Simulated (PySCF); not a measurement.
Below is a simulated gas-phase C 1s photoelectron spectrum of spiropentane (`C1CC12CC2`).

Every computed line was given a Gaussian of 1.0 eV full width at half maximum and an area set by the number of equivalent atoms; the highest printed point is 100. Theory: delta-SCF UKS SCAN, pcX-2 on the ionised atom, pcseg-1 elsewhere, spin-free X2C in PySCF.

binding energy (eV), intensity and a bar:
```
    289.0          0 
    289.1          0 
    289.2          1 
    289.3          2 #
    289.4          4 #
    289.5          6 ##
    289.6         11 ###
    289.7         17 #####
    289.8         26 ########
    289.9         37 ###########
    290.0         50 ###############
    290.1         65 ###################
    290.2         78 #######################
    290.3         90 ###########################
    290.4         97 #############################
    290.5        100 ##############################
    290.6         97 #############################
    290.7         89 ###########################
    290.8         78 #######################
    290.9         64 ###################
    291.0         50 ###############
    291.1         37 ###########
    291.2         26 ########
    291.3         17 #####
    291.4         11 ###
    291.5          6 ##
    291.6          3 #
    291.7          2 
    291.8          1 
    291.9          0 
    292.0          0
```

Task: Count the maxima, the lines and the sites behind this envelope.

Result: The curve has 1 maximum (at 290.5 eV). Under it lie 2 lines from 2 inequivalent carbon sites. At this width some lines have no maximum of their own.

Task: Decompose the envelope and assign each component. Numbering: `[CH2:1]1[CH2:2][C:3]12[CH2:4][CH2:5]2`.

Result: 
```json
{"position (eV)": "290.49", "relative area": "4", "line": "C 1s", "atoms": "C1/C2/C4/C5", "environment": "three-membered-ring carbon"}
{"position (eV)": "290.54", "relative area": "1", "line": "C 1s", "atoms": "C3", "environment": "sp3 carbon at a ring junction"}
```

Task: What are the centre and the root-mean-square width of the whole band?

Result: The area-weighted mean of the lines is 290.50 eV. Their own spread about it is 0.02 eV (rms) and each Gaussian has σ = 1.0/2.355 = 0.42 eV; the variances add, which gives 0.43 eV.

The 2 C 1s values lie within 0.05 eV of each other; Gaussian lines of 0.5 eV full width would blend them into one maximum.

No satellites, vibrations or lifetime broadening are included. The first atom of each set that the bonding makes equivalent was ionised and stands for the set. Geometry: PBE0-D3(BJ)/def2-SVP; no solvent, vibrations or thermal averaging.
